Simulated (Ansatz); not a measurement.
CdTe in the CsCl structure, relaxed with r2SCAN: 3 runs in Ansatz 0.2.0, each a construction of maximally localised Wannier functions. It is cubic, Pm-3m (No. 221); conventional cell a = 3.761 Å, 26.60 Å³ an atom. Cd has 8 Te at 3.26 Å; Te has 8 Cd at 3.26 Å. All values are calculated for a non-magnetic cell, which may be hypothetical.

```xyz
2
Lattice="3.7611 0.0000 0.0000 0.0000 3.7611 0.0000 0.0000 0.0000 3.7611" Properties=species:S:1:pos:R:3 pbc="T T T"
Cd    0.0000    0.0000    0.0000
Te    1.8805    1.8805    1.8805
```

Windows count from the Fermi level (the cell has no gap); a dash means that no such window was set (without an outer window there is no disentanglement). Rows marked drawn have settings drawn at random (some not listed).

| functional | SCF mesh | trial orbitals | functions | mesh | window (eV) | frozen (eV) | settings | Ω total (Å²) | Ω invariant (Å²) | largest spread (Å²) | least projectability | interpolation miss of the model's filled bands (eV, to the nearest computed level) |
| --- | --- | --- | --- | --- | --- | --- | --- | --- | --- | --- | --- | --- |
| PBE | 6×6×6 | Cd d | 5 | 4×4×4 | – | – | chosen | 4.45 | 4.42 | 1.04 | 0.77 | 0.090 |
| r2SCAN | 6×6×6 | Cd d | 5 | 4×4×4 | – | – | chosen | 4.52 | 4.48 | 1.08 | 0.74 | 0.117 |
| PBE | 6×6×6 | Cd d | 5 | 4×4×4 | -29.4 to +13.5 | – | drawn | 2.62 | 2.62 | 0.53 | 0.98 | 0.111 |

Spin-orbit coupling is left out, which matters wherever the heavy atoms make up the band edges.
